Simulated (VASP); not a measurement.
# Gd under changes of volume

One of the cells (35.272 Å³/atom); the others are scaled copies at fixed shape and fractional positions:

```
Gd
1.0
     0.00000    2.60294    2.60294
     2.60294    0.00000    2.60294
     2.60294    2.60294    0.00000
Gd
1
Direct
  0.00000 0.00000 0.00000
```

This isn't the form of Gd at room conditions, which is hcp.

```yaml
Program: VASP 6.6.1
Functional: PBE
Potentials_or_basis: VASP PAW PBE potentials, release 64 (Gd)
Cutoff: 520 eV
k_mesh: 9 × 9 × 9
Occupations: fermi-dirac, width 0.05 eV
Spin: collinear spin, ferromagnetic start
Starting_moments: "[7.0] μB"
```

| volume (Å³/atom) | energy over the lowest point (meV/atom) | pressure (GPa) | moment (μB per cell) |
| --- | --- | --- | --- |
| 32.505 | ? | ? | ? |
| 33.197 | 0.00 | -0.2 | 7.55 |
| 33.888 | 2.16 | -0.8 | 7.57 |
| 35.272 | 13.74 | -1.8 | 7.62 |
| 35.963 | 22.79 | -2.3 | 7.65 |
| 36.655 | 33.47 | -2.8 | 7.69 |

Question: What does the run at 32.505 Å³/atom give?

Answer: Energy over the lowest point 0.60 meV/atom; pressure 0.5 GPa; moment 7.53 μB per cell.

Worked out: A Birch-Murnaghan fit of order 3 (a polynomial in V^(-2/3)) to the other rows has its minimum at 33.02 Å³/atom, just outside them, with B0 = V·E''(V) = 33 GPa and B' = 4.8. It gives 0.76 meV/atom at 32.505 Å³/atom, against the run's 0.60, and -dE/dV = 0.5 GPa, against 0.5. A parabola through the other rows of the moment, of slope 0.016 μB per Å³/atom there, extrapolates to 7.54 μB, against the run's 7.53.

Energies are extrapolated to zero smearing.
